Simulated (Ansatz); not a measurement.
Input:

```xyz
5
Lattice="4.1216 0.0000 0.0000 0.0000 4.2107 0.0000 0.0000 0.0000 4.1216" Properties=species:S:1:pos:R:3 pbc="T T T"
Ba     0.0000     0.0000     0.0000
Sn     2.0608     2.1053     2.0608
O      0.0000     2.1053     2.0608
O      2.0608     2.1053     0.0000
O      2.0608     0.0000     2.0608
```

No spin polarisation.

All numbers come from Ansatz (a quantum-chemistry and plane-wave program), PBEsol, PAW, cutoff 420 eV, no SOC, earlier PAW set. Γ-centred 8×8×8 mesh, Fermi–Dirac width 0.05 eV.

Question: Predict the band gap, electron mass and pressure.

Answer: 
* **Band gap**: 0.59 eV
* **Electron mass**: 0.14 mₑ (at Γ)
* **Pressure (mean of the normal stresses, compression positive)**: -2.96 GPa

The cells carry an imposed strain or load. Effective masses come from finite differences of ±0.01 Å⁻¹. Whether these cells are dynamically stable was not tested. The cell was made from BaSnO3 in the cubic perovskite structure (space group Pm-3m, No. 221) by this change: uniaxial strain ε_yy = +2.16 %.
